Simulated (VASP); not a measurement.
# ZnCu (Pm-3m) in VASP: a series of runs

One crystal, ZnCu, is run at these levels: PBE; tasks: single point, relaxation of cell and atoms.

All numbers are computed with VASP 6.6.1; they aren't measurements. Logs are shortened: lines on timing, memory, paths and dates and some standing lists are left out, and cuts for length are marked.

## 1. The cell of the first run

Symmetry: Pm-3m, No. 221, cubic system. Conventional cell: a = 2.963 Å, b = 2.963 Å, c = 2.963 Å, α = 90.00°, β = 90.00°, γ = 90.00°. Zn (site symmetry m-3m) is surrounded by 8 Cu at 2.57 Å. Around Cu (site symmetry m-3m) lie 8 Zn at 2.57 Å.

## 2. Single point, PBE (cell and atoms relaxed from 1.04 times the given volume)

INCAR

```
ALGO = Normal
EDIFF = 1E-6
ENCUT = 520
GGA = PE
ISIF = 2
ISMEAR = -1
LASPH = True
LCHARG = False
LREAL = False
LWAVE = False
NBANDS = 18
NELM = 100
PREC = Accurate
SIGMA = 0.05
```

KPOINTS

```
k-points
0
Gamma
  11 11 11
```

POSCAR

```
ZnCu
1.0
    2.9627707565      0.0000000000      0.0000000000
    0.0000000000      2.9627707565      0.0000000000
    0.0000000000      0.0000000000      2.9627707565
Zn Cu
1 1
Direct
    0.5000000000      0.5000000000      0.5000000000
    0.0000000000      0.0000000000      0.0000000000
```

Potentials or basis: VASP PAW PBE potentials, release 64 (Zn, Cu).

Launch:

```bash
cat potpaw_PBE.64/Zn/POTCAR potpaw_PBE.64/Cu/POTCAR > POTCAR
mpirun -np 1 vasp_std > vasp.out
```

OUTCAR:

```text
EDIFF = 1E-6
   ENCUT = 520
   GGA = PE
   ISIF = 2
   ISMEAR = -1
   LASPH = True
   LREAL = False
   NELM = 100
   PREC = Accurate

 ion  position               nearest neighbor table
   1  0.500  0.500  0.500-   2 2.57   2 2.57   2 2.57   2 2.57   2 2.57   2 2.57   2 2.57   2 2.57

   2  0.000  0.000  0.000-   1 2.57   1 2.57   1 2.57   1 2.57   1 2.57   1 2.57   1 2.57   1 2.57

  LATTYP: Found a simple cubic cell.
 ALAT       =     2.9627707565

  Lattice vectors:

 A1 = (   2.9627707565,   0.0000000000,   0.0000000000)
 A2 = (   0.0000000000,   2.9627707565,   0.0000000000)
 A3 = (   0.0000000000,   0.0000000000,   2.9627707565)

Analysis of symmetry for initial positions (statically):
=====================================================================
 Subroutine PRICEL returns:
 Original cell was already a primitive cell.

 Routine SETGRP: Setting up the symmetry group for a
 simple cubic supercell.

 Subroutine GETGRP returns: Found 48 space group operations
 (whereof 48 operations were pure point group operations)
 out of a pool of 48 trial point group operations.

The static configuration has the point symmetry O_h .

Analysis of symmetry for dynamics (positions and initial velocities):
=====================================================================
 Subroutine PRICEL returns:
 Original cell was already a primitive cell.

 Routine SETGRP: Setting up the symmetry group for a
 simple cubic supercell.

 Subroutine GETGRP returns: Found 48 space group operations
 (whereof 48 operations were pure point group operations)
 out of a pool of 48 trial point group operations.

The dynamic configuration has the point symmetry O_h .

 Subroutine INISYM returns: Found 48 space group operations
 (whereof 48 operations are pure point group operations),
 and found     1 'primitive' translations

----------------------------------------------------------------------------------------

                                     Primitive cell

  volume of cell :      26.0072

  direct lattice vectors                    reciprocal lattice vectors
     2.962770756  0.000000000  0.000000000     0.337521895  0.000000000  0.000000000
     0.000000000  2.962770756  0.000000000     0.000000000  0.337521895  0.000000000
     0.000000000  0.000000000  2.962770756     0.000000000  0.000000000  0.337521895

[... 74 lines left out ...]
   PREC   = accura    normal or accurate (medium, high low for compatibility)
   ISTART =      0    job   : 0-new  1-cont  2-samecut
   ICHARG =      2    charge: 1-file 2-atom 10-const
   ISPIN  =      1    spin polarized calculation?
   LNONCOLLINEAR =      F non collinear calculations
   LSORBIT =      F    spin-orbit coupling
   LASPH  =      T    aspherical Exc in radial PAW
   ENCUT  =  520.0 eV  38.22 Ry    6.18 a.u.   5.51  5.51  5.51*2*pi/ulx,y,z
   NELM   =    100;   NELMIN=  2; NELMDL= -5     # of ELM steps
   EDIFF  = 0.1E-05   stopping-criterion for ELM
   LREAL  =      F    real-space projection
   EDIFFG = 0.1E-04   stopping-criterion for IOM
   NSW    =      0    number of steps for IOM
   IBRION =     -1    ionic relax: 0-MD 1-quasi-New 2-CG
   NFREE  =      0    steps in history (QN), initial steepest desc. (CG)
   ISIF   =      2    stress and relaxation
   ISYM   =      2    0-nonsym 1-usesym 2-fastsym
   POTIM  = 0.5000    time-step for ionic-motion
   TEBEG  =    0.0;   TEEND  =   0.0 temperature during run
   PSTRESS=    0.0 pullay stress
   NELECT =      23.0000    total number of electrons
   NUPDOWN=      -1.0000    fix difference up-down
   EMIN   =  10.00;   EMAX   =-10.00  energy-range for DOS
   EFERMI =   0.00;   METHOD = LEGACY
   ISMEAR =    -1;   SIGMA  =   0.05  broadening in eV -4-tet -1-fermi 0-gaus
   EFERMI_NEDOS =   21; number of points for ismear=-14 and -15
   IALGO  =     38    algorithm
   IMIX   =      4    mixing-type and parameters
     AMIX     =   0.40;   BMIX     =  1.00
     AMIX_MAG =   1.60;   BMIX_MAG =  1.00
  volume/ion in A,a.u.               =      13.00        87.75
  Fermi-wavevector in a.u.,A,eV,Ry     =   1.571398  2.969511 33.596732  2.469290
  Thomas-Fermi vector in A             =   2.672987
   LORBIT       =      0    0 simple, 1 ext, 2 COOP (PROOUT), +10 PAW based schemes
   GGA     = PE    functional components
   LHFCALC =     F    Hartree Fock is set to
   AEXX    =    0.0000 exact exchange contribution
   IVDW    =     0    specifies the selected vdW correction
   LEPSILON=     F    determine dielectric tensor
   LRPA    =     F    only Hartree local field effects (RPA)
 non-spin polarized calculation
  energy-cutoff  :      520.00
  volume of cell :       26.01
 maximum number of plane-waves:       739
 NGX is ok and might be reduce to    24
   NGX = 11   NGY = 11   NGZ = 11

 number of electron      23.0000018 magnetization

 Free energy of the ion-electron system (eV)
  ---------------------------------------------------
  ext. energy  EPLUGINS =         0.00000000
  ---------------------------------------------------
  free energy    TOTEN  =        -5.01941099 eV

  energy without entropy =       -5.01507475  energy(sigma->0) =       -5.01724287

 E-fermi :   5.2885     XC(G=0): -12.3015

 val. band max:        5.2796915143   @ k =   0.4545   0.3636   0.3636
 cond. band min:       5.3282476399   @ k =   0.4545   0.4545   0.2727
 fundamental gap:      0.0485561256
 Fermi energy:         5.2885007826

 k-point     1 :       0.0000    0.0000    0.0000
  band No.  band energies     occupation
      1      -4.8287      2.00000
      2      -2.4227      2.00000
      3      -2.4227      2.00000
      4      -1.7572      2.00000
      5      -1.7572      2.00000
      6      -1.7572      2.00000
[... 481 lines left out ...]
      5      -1.8249      2.00000
      6      -1.7418      2.00000
[... 10 lines left out ...]
     17      20.1264      0.00000
     18      20.3546      0.00000

 [... further k-points ...]
[... 5 lines left out ...]
  --------------------------------------------------------------------------------------
  -------------------------------------------------------------------------------------
  Total        0.0821448      0.0821448      0.0821448     -0.0000000     -0.0000000      0.0000000
  in kB        5.0605380      5.0605380      5.0605380     -0.0000000     -0.0000000      0.0000000
  external PRESSURE =       5.0605380 kB  Pullay stress =       0.0000000 kB

 VOLUME and BASIS-vectors are now :
 -----------------------------------------------------------------------------
  energy-cutoff  :      520.00
  volume of cell :       26.01
      direct lattice vectors                 reciprocal lattice vectors
     2.962770756  0.000000000  0.000000000     0.337521895  0.000000000  0.000000000
     0.000000000  2.962770756  0.000000000     0.000000000  0.337521895  0.000000000
     0.000000000  0.000000000  2.962770756     0.000000000  0.000000000  0.337521895

 POSITION                                       TOTAL-FORCE (eV/Angst)
 -----------------------------------------------------------------------------------
      1.48139      1.48139      1.48139         0.000000      0.000000      0.000000
      0.00000      0.00000      0.00000         0.000000      0.000000      0.000000
 -----------------------------------------------------------------------------------
    total drift:                                0.000000      0.000000     -0.000000

  FREE ENERGIE OF THE ION-ELECTRON SYSTEM (eV)
  ---------------------------------------------------
  free  energy   TOTEN  =        -5.0194109891 eV

  energy  without entropy=       -5.0150747507  energy(sigma->0) =       -5.01724287
```

stdout:

```text
POSCAR found type information on POSCAR ZnCu
 POSCAR found :  2 types and       2 ions
 scaLAPACK will be used
 LDA part: xc-table for (Slater+PW92), standard interpolation
 POSCAR, INCAR and KPOINTS ok, starting setup
 FFT: planning ... GRIDC
 FFT: planning ... GRID_SOFT
 FFT: planning ... GRID
 WAVECAR not read
 entering main loop
```

Run time: 13 s. Hardware: 1 thread of Intel Xeon Platinum 8488C (Sapphire Rapids), shared host; peak memory 0.15 GiB.

What came out:

| Property | Result |
| --- | --- |
| Free energy | -5.0194 eV |
| Pressure | 0.5 GPa |
| Band gap on the k mesh | none (metal or under the smearing width) |

## 3. Relaxation of cell and atoms, PBE (cell and atoms relaxed from 1.04 times the given volume)

INCAR

```
PREC = Accurate
ENCUT = 600
EDIFF = 1E-7
ISMEAR = -1
SIGMA = 0.05
LREAL = False
LASPH = True
NELM = 60
ALGO = Normal
ISIF = 3
LWAVE = False
LCHARG = False
GGA = PE
IBRION = 2
NSW = 100
EDIFFG = -0.005
```

KPOINTS

```
Automatic mesh
0
Gamma
  11 11 11
```

POSCAR

```
ZnCu
1.0
    2.9837544442      0.0000000000      0.0000000000
    0.0000000000      2.9837544442      0.0000000000
    0.0000000000      0.0000000000      2.9837544442
Zn Cu
1 1
Direct
    0.5000000000      0.5000000000      0.5000000000
    0.0000000000      0.0000000000      0.0000000000
```

Potentials or basis: VASP PAW PBE potentials, release 64 (Zn, Cu).

Launch:

```bash
cat potpaw_PBE.64/Zn/POTCAR potpaw_PBE.64/Cu/POTCAR > POTCAR
mpirun -np 1 vasp_std > vasp.out
```

OUTCAR:

```text
PREC = Accurate
   ENCUT = 600
   EDIFF = 1E-7
   ISMEAR = -1
   LREAL = False
   LASPH = True
   NELM = 60
   ISIF = 3
   GGA = PE
   IBRION = 2
   NSW = 100
   EDIFFG = -0.005

 ion  position               nearest neighbor table
   1  0.500  0.500  0.500-   2 2.58   2 2.58   2 2.58   2 2.58   2 2.58   2 2.58   2 2.58   2 2.58

   2  0.000  0.000  0.000-   1 2.58   1 2.58   1 2.58   1 2.58   1 2.58   1 2.58   1 2.58   1 2.58

  LATTYP: Found a simple cubic cell.
 ALAT       =     2.9837544442

  Lattice vectors:

 A1 = (   2.9837544442,   0.0000000000,   0.0000000000)
 A2 = (   0.0000000000,   2.9837544442,   0.0000000000)
 A3 = (   0.0000000000,   0.0000000000,   2.9837544442)

Analysis of symmetry for initial positions (statically):
=====================================================================
 Subroutine PRICEL returns:
[... 264 lines left out ...]
  band No.  band energies     occupation
      1      -4.8362      2.00000
      2      -2.4501      2.00000
      3      -2.4501      2.00000
      4      -1.7915      2.00000
      5      -1.7915      2.00000
      6      -1.7915      2.00000
      7       1.8110      2.00000
      8       1.8110      2.00000
      9       2.6294      2.00000
     10       2.6294      2.00000
     11       2.6294      2.00000
     12      11.4803      0.00000
     13      11.4803      0.00000
     14      11.4803      0.00000
[... 401 lines left out ...]
      2      -2.2905      2.00000
      3      -2.1599      2.00000
      4      -1.9102      2.00000
      5      -1.8580      2.00000
      6      -1.7763      2.00000
      7       1.8048      2.00000
      8       1.8146      2.00000
      9       2.2842      2.00000
     10       2.2888      2.00000
     11       2.5612      2.00000
     12       6.0730      0.00000
     13      11.9584      0.00000
     14      12.0542      0.00000
     15      19.0080      0.00000

 [... further k-points ...]
[... 5 lines left out ...]
  --------------------------------------------------------------------------------------
  -------------------------------------------------------------------------------------
  Total        0.0049207      0.0049207      0.0049207     -0.0000000      0.0000000     -0.0000000
  in kB        0.3018300      0.3018300      0.3018300     -0.0000000      0.0000000     -0.0000000
  external PRESSURE =       0.3018300 kB  Pullay stress =       0.0000000 kB
[... 17 lines left out ...]
  FREE ENERGIE OF THE ION-ELECTRON SYSTEM (eV)
  ---------------------------------------------------
  free  energy   TOTEN  =        -5.0196349586 eV

  energy  without entropy=       -5.0152497507  energy(sigma->0) =       -5.01744235

 reached required accuracy - stopping structural energy minimisation
```

CONTCAR:

```text
ZnCu
   1.00000000000000
     2.9670494939144976   -0.0000000000000000    0.0000000000000000
    -0.0000000000000000    2.9670494939144976    0.0000000000000000
    -0.0000000000000000   -0.0000000000000000    2.9670494939144976
  Zn              Cu
     1     1
Direct
     0.5000000000000000    0.5000000000000000    0.5000000000000000
     0.0000000000000000    0.0000000000000000    0.0000000000000000

  0.00000000E+00  0.00000000E+00  0.00000000E+00
  0.00000000E+00  0.00000000E+00  0.00000000E+00
```

It took 36 s on 1 thread of Intel Xeon Platinum 8488C (Sapphire Rapids), shared host; peak memory 0.16 GiB.

Results:

```
Free energy                            : -5.0196 eV
Relaxed volume                         : 13.06 Å³/atom
Relaxed cell                           : a = 2.967 Å, b = 2.967 Å, c = 2.967 Å, α = 90.00°, β = 90.00°, γ = 90.00°
Space group after relaxing (to 0.05 Å) : Pm-3m (No. 221)
Energy gained by relaxing              : 1.3 meV/atom
Ionic steps                            : 3
Pressure after relaxing                : 0.0 GPa
Band gap on the k mesh                 : none (metal or under the smearing width)
```

Step by step:
| step | energy change (eV) | largest force (eV/Å) | pressure (GPa) | volume (Å³) |
| --- | --- | --- | --- | --- |
| 1 | 0.0000 | 0.0000 | -1.77 | 26.56 |
| 2 | -0.0024 | 0.0000 | 0.53 | 26.00 |
| 3 | -0.0025 | 0.0000 | 0.03 | 26.12 |

Final structure:
```
Zn Cu
1.0
     2.96705    0.00000    0.00000
     0.00000    2.96705    0.00000
     0.00000    0.00000    2.96705
Zn Cu
1 1
Direct
  0.50000 0.50000 0.50000
  0.00000 0.00000 0.00000
```

Levels at points of the mesh, in eV from the Fermi level:
| k point | band 7 | band 8 | band 9 | band 10 | band 11 | band 12 | band 13 | band 14 | band 15 |
| --- | --- | --- | --- | --- | --- | --- | --- | --- | --- |
| (0.00, 0.00, 0.00) | -3.44 | -3.44 | -2.62 | -2.62 | -2.62 | 6.23 | 6.23 | 6.23 | 11.20 |
